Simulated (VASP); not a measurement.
Crystal: LiCl.

```
Cl Li
1.0
     0.00000    2.56477    2.56477
     2.56477    0.00000    2.56477
     2.56477    2.56477    0.00000
Cl Li
1 1
Direct
  0.50000 0.50000 0.50000
  0.00000 0.00000 0.00000
```

Base run:

```yaml
Program: VASP 6.6.1
Functional: HSE03
Potentials_or_basis: VASP PAW PBE potentials, release 64 (Cl, Li_sv)
Cutoff: 520 eV
k_mesh: 6 × 6 × 6
Occupations: gaussian, width 0.02 eV
Spin: no spin polarisation
```

Its results: band gap on the k mesh 7.49 eV, direct.

The run is repeated on the same cell with these changes: functional from HSE03 to PBE0. What comes out?

Band gap on the k mesh 8.45 eV, direct.

Not every run made on this cell is shown here.
